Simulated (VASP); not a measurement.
# HfO2 (Fm-3m) in VASP: Born charges and dielectric tensor with LDA

Aim: the Born charges and dielectric tensor of HfO2 with LDA.

Everything below comes from runs of VASP 6.6.1. Logs are shortened: lines on timing, memory, paths and dates and some standing lists are left out, and cuts for length are marked.

### Step 1. The structure

It takes space group Fm-3m (No. 225, cubic). The conventional cell has a = 4.980 Å, b = 4.980 Å, c = 4.980 Å, α = 90.00°, β = 90.00°, γ = 90.00°. Around Hf (site symmetry m-3m) lie 8 O at 2.16 Å. O (site symmetry -43m) has 4 Hf at 2.16 Å as nearest neighbours.

Measurements of this composition are mostly on another form, of space group No. 14.

### Step 2. Born charges and dielectric tensor, LDA

INCAR reads:

```
SYSTEM = HfO2
PREC = Accurate ; ENCUT = 600
EDIFF = 1E-8 ; ISMEAR = 0
SIGMA = 0.02 ; LREAL = .False.
LASPH = .True. ; NELM = 100
ALGO = Normal ; ISIF = 2
LWAVE = .False. ; LCHARG = .False.
LEPSILON = .True. ; IBRION = 8
NSW = 1
```

KPOINTS reads:

```
Automatic mesh
0
Gamma
  4 4 4
  0 0 0
```

POSCAR reads:

```
HfO2
1.0
    0.0000000000      2.4899300000      2.4899300000
    2.4899300000      0.0000000000      2.4899300000
    2.4899300000      2.4899300000      0.0000000000
Hf O
1 2
Direct
    1.0000000000      0.0000000000      1.0000000000
    0.7500000000      0.7500000000      0.7500000000
    0.2500000000      0.2500000000      0.2500000000
```

Potentials or basis: VASP PAW LDA potentials, release 64 (Hf_pv, O).

Started as:

```console
cat potpaw_LDA.64/Hf_pv/POTCAR potpaw_LDA.64/O/POTCAR > POTCAR
mpirun -np 1 vasp_std > vasp.out
```

OUTCAR:

```text
SYSTEM = HfO2
   PREC = Accurate
   ENCUT = 600
   EDIFF = 1E-8
   ISMEAR = 0
   LREAL = .False.
   LASPH = .True.
   NELM = 100
   ISIF = 2
   LEPSILON = .True.
   IBRION = 8
   NSW = 1

 ion  position               nearest neighbor table
   1  0.000  0.000  0.000-   2 2.16   2 2.16   2 2.16   2 2.16   3 2.16   3 2.16   3 2.16   3 2.16

   2  0.750  0.750  0.750-   1 2.16   1 2.16   1 2.16   1 2.16
   3  0.250  0.250  0.250-   1 2.16   1 2.16   1 2.16   1 2.16

  LATTYP: Found a face centered cubic cell.
 ALAT       =     4.9798600000

  Lattice vectors:

 A1 = (   0.0000000000,   2.4899300000,   2.4899300000)
 A2 = (   2.4899300000,   0.0000000000,   2.4899300000)
 A3 = (   2.4899300000,   2.4899300000,   0.0000000000)

Analysis of symmetry for initial positions (statically):
=====================================================================
 Subroutine PRICEL returns:
 Original cell was already a primitive cell.

 Routine SETGRP: Setting up the symmetry group for a
 face centered cubic supercell.

 Subroutine GETGRP returns: Found 48 space group operations
 (whereof 48 operations were pure point group operations)
 out of a pool of 48 trial point group operations.

The static configuration has the point symmetry O_h .

Analysis of symmetry for dynamics (positions and initial velocities):
=====================================================================
 Subroutine PRICEL returns:
 Original cell was already a primitive cell.

 Routine SETGRP: Setting up the symmetry group for a
 face centered cubic supercell.

 Subroutine GETGRP returns: Found 48 space group operations
 (whereof 48 operations were pure point group operations)
 out of a pool of 48 trial point group operations.

The dynamic configuration has the point symmetry O_h .

 Subroutine INISYM returns: Found 48 space group operations
 (whereof 48 operations are pure point group operations),
 and found     1 'primitive' translations
[... 375 lines left out ...]
  x     0.00000     0.00000     0.00000     0.00000     0.00000     0.00000
  y     0.00000     0.00000     0.00000     0.00000     0.00000     0.00000
  z     0.00000     0.00000     0.00000     0.00000     0.00000     0.00000

 PIEZOELECTRIC TENSOR (including local field effects)  for field in x, y, z        (C/m^2)
          XX          YY          ZZ          XY          YZ          ZX
  --------------------------------------------------------------------------------
  x     0.00000     0.00000     0.00000     0.00000     0.00000     0.00000
  y     0.00000     0.00000     0.00000     0.00000     0.00000     0.00000
  z     0.00000     0.00000     0.00000     0.00000     0.00000     0.00000

 BORN EFFECTIVE CHARGES (including local field effects) (in |e|, cummulative output)
 ---------------------------------------------------------------------------------
 ion    1
    1     5.56657     0.00000     0.00000
    2     0.00000     5.56657     0.00000
    3     0.00000     0.00000     5.56657
 ion    2
    1    -2.78328     0.00000     0.00000
    2     0.00000    -2.78328     0.00000
    3     0.00000     0.00000    -2.78328
 ion    3
    1    -2.78328     0.00000     0.00000
    2     0.00000    -2.78328     0.00000
    3     0.00000     0.00000    -2.78328

 INTERNAL STRAIN TENSOR FOR ION    3 for displacements in x,y,z  (eV/Angst):
          X           Y           Z          XY          YZ          ZX
  --------------------------------------------------------------------------------
  x    -0.00000     0.00000    -0.00000     0.00000    -8.91465    -0.00000
  y     0.00000    -0.00000    -0.00000    -0.00000    -0.00000    -8.91465
  z     0.00000     0.00000    -0.00000    -8.91465    -0.00000    -0.00000

 SECOND DERIVATIVES (NOT SYMMETRIZED)
 ------------------------------------
               1X          1Y          1Z          2X          2Y          2Z          3X          3Y          3Z
  1X    -6.733773    0.000000    0.000000    3.366887    0.000000    0.000000    3.366887    0.000000    0.000000
  1Y     0.000000   -6.733773    0.000000    0.000000    3.366887    0.000000    0.000000    3.366887    0.000000
  1Z     0.000000    0.000000   -6.733773    0.000000    0.000000    3.366887    0.000000    0.000000    3.366887
  2X     3.376214    0.000000    0.000000  -12.507796    0.000000    0.000000    9.131581    0.000000    0.000000
  2Y     0.000000    3.376214   -0.000000    0.000000  -12.507796    0.000000    0.000000    9.131581    0.000000
  2Z     0.000000   -0.000000    3.376214    0.000000    0.000000  -12.507796    0.000000    0.000000    9.131581
  3X     3.376214    0.000000    0.000000    9.131581    0.000000    0.000000  -12.507796    0.000000    0.000000
  3Y     0.000000    3.376214   -0.000000    0.000000    9.131581    0.000000    0.000000  -12.507796    0.000000
  3Z     0.000000   -0.000000    3.376214    0.000000    0.000000    9.131581    0.000000    0.000000  -12.507796

 Eigenvectors and eigenvalues of the dynamical matrix
 ----------------------------------------------------

   1 f  =   18.180805 THz   114.233368 2PiTHz  606.446381 cm-1    75.189735 meV
             X         Y         Z           dx          dy          dz
      0.000000  0.000000  0.000000    -0.000000   -0.000000    0.000000
      3.734895  3.734895  3.734895    -0.010459    0.707029   -0.000000
      1.244965  1.244965  1.244965     0.010459   -0.707029    0.000000
[... 43 lines left out ...]
   9 f/i=    0.003869 THz     0.024308 2PiTHz    0.129048 cm-1     0.016000 meV
             X         Y         Z           dx          dy          dz
      0.000000  0.000000  0.000000    -0.055402   -0.919271    0.014183
      3.734895  3.734895  3.734895    -0.016565   -0.274850    0.004241
      1.244965  1.244965  1.244965    -0.016565   -0.274850    0.004241

--------------------------------------------------------------------------------------------------------

 MACROSCOPIC STATIC DIELECTRIC TENSOR IONIC CONTRIBUTION
 ------------------------------------------------------
          26.945722     0.000000    -0.000000
           0.000000    26.945722    -0.000000
          -0.000000    -0.000000    26.945722
 ------------------------------------------------------

 ELASTIC MODULI CONTR FROM IONIC RELAXATION (kBar)
 Direction    XX          YY          ZZ          XY          YZ          ZX
 --------------------------------------------------------------------------------
 XX          -0.0000      0.0000      0.0000      0.0000     -0.0000      0.0000
 YY           0.0000     -0.0000      0.0000      0.0000      0.0000     -0.0000
 ZZ           0.0000      0.0000     -0.0000     -0.0000     -0.0000     -0.0000
 XY           0.0000      0.0000     -0.0000   -381.1652     -0.0000     -0.0000
 YZ          -0.0000      0.0000     -0.0000     -0.0000   -381.1652     -0.0000
 ZX           0.0000     -0.0000     -0.0000     -0.0000     -0.0000   -381.1652
 --------------------------------------------------------------------------------

 PIEZOELECTRIC TENSOR IONIC CONTR  for field in x, y, z        (C/m^2)
          XX          YY          ZZ          XY          YZ          ZX
  --------------------------------------------------------------------------------
  x    -0.00000     0.00000    -0.00000     0.00000    -0.00000    -0.00000
  y     0.00000    -0.00000    -0.00000     0.00000     0.00000    -0.00000
  z     0.00000     0.00000    -0.00000    -0.00000    -0.00000    -0.00000
```

stdout:

```text
POSCAR found type information on POSCAR HfO
 POSCAR found :  2 types and       3 ions
 scaLAPACK will be used
 LDA part: xc-table for (Slater(with rela. corr.)+CA(PZ))
 , standard interpolation
 POSCAR, INCAR and KPOINTS ok, starting setup
 FFT: planning ... GRIDC
 FFT: planning ... GRID_SOFT
 FFT: planning ... GRID
[... 24 lines left out ...]
 Linear response to external field, progress :
  Direction:   3
 dielectric tensor                  component  3 :     0.123     0.024     5.360
 Linear response DOF=           2
 Linear response progress:
 first order change of Fermi-energy  -0.11115E-03
 force on displaced ion       1 direction 1 :  -6.734   0.000   0.000
 Born effective charge ion    1 direction 1 :   5.562   0.000   0.000
 Linear response progress:
 first order change of Fermi-energy   0.10955E+02
 force on displaced ion       2 direction 1 : -12.508   0.000   0.000
 Born effective charge ion    2 direction 1 :  -2.789   0.000   0.000
 Born effective charges drift removed
 Linear response finished
```

It took 48 s on 1 thread of Intel Xeon Platinum 8559C (Emerald Rapids), shared host; peak memory 0.18 GiB.

What came out:

```
Band gap on the k mesh                                  : 3.74 eV, direct
Electronic dielectric tensor (diagonal)                 : 5.36
Born charges (mean of the diagonal)                     : Hf +5.57; O -2.78 e
Highest phonon frequency at Γ, LO-TO splitting left out : 606 cm⁻¹
```

Levels at points of the mesh, in eV from the valence-band top:
```tsv
k point	band 9	band 10	band 11	band 12	band 13	band 14
(0.00, 0.00, 0.00)	-0.64	-0.64	-0.64	3.81	3.81	6.12
(0.50, 0.00, 0.00)	-2.88	-1.90	-1.90	4.62	4.62	7.46
(0.50, 0.50, 0.00)	-1.65	-1.65	0.00	3.74	5.61	7.10
```

Phonon frequencies in cm⁻¹ (negative: imaginary):
| q point | frequencies |
| --- | --- |
| (0.000, 0.000, 0.000) | 0 0 0 260 260 260 606 606 606 |

Electronic dielectric tensor:
```
5.36 0.00 0.00
0.00 5.36 0.00
0.00 0.00 5.36
```

Born effective charge tensors (e):
atom 1, Hf
```
5.57 0.00 0.00
0.00 5.57 0.00
0.00 0.00 5.57
```
atom 2, O
```
-2.78  0.00  0.00
 0.00 -2.78  0.00
 0.00  0.00 -2.78
```
atom 3, O
```
-2.78  0.00  0.00
 0.00 -2.78  0.00
 0.00  0.00 -2.78
```

Caveat: the k mesh is coarse (spacing up to 0.55 Å⁻¹), so the values aren't converged; spin-orbit coupling is left out, which moves the levels of the heavy elements. LDA gaps usually lie below the measured ones, often by a third to a half.
